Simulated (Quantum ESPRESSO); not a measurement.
## Pb under changes of volume

One of the cells (30.323 Å³/atom); the others are scaled copies at fixed shape and fractional positions:

```
CELL_PARAMETERS angstrom
0.00000 2.47502 2.47502
2.47502 0.00000 2.47502
2.47502 2.47502 0.00000
ATOMIC_POSITIONS crystal
Pb 0.00000 0.00000 0.00000
```

| Quantity | Value |
| --- | --- |
| Program | Quantum ESPRESSO 7.5 |
| Functional | PBE |
| Potentials or basis | SSSP 1.3 efficiency PBE |
| Cutoff | 748 eV |
| Density cutoff | 5987 eV |
| k mesh | 9 × 9 × 9 |
| Occupations | fermi-dirac, width 0.05 eV |
| Spin | no spin polarisation |

| volume (Å³/atom) | energy over the lowest point (meV/atom) | pressure (GPa) |
| --- | --- | --- |
| 28.503 | ? | ? |
| 29.110 | 36.04 | 4.5 |
| 29.716 | 20.86 | 3.2 |
| 30.323 | 10.23 | 2.1 |
| 30.929 | 3.52 | 1.2 |
| 31.535 | 0.28 | 0.3 |
| 32.142 | 0.00 | -0.5 |

Task: What does the run at 28.503 Å³/atom give?

Result: Energy over the lowest point 56.25 meV/atom; pressure 5.9 GPa.

Worked out: A Birch-Murnaghan fit of order 3 (a polynomial in V^(-2/3)) to the other rows has its minimum at 31.89 Å³/atom with B0 = V·E''(V) = 38 GPa and B' = 6.5. It gives 56.45 meV/atom at 28.503 Å³/atom, against the run's 56.25, and -dE/dV = 6.1 GPa, against 5.9.

Energies are extrapolated to zero smearing.
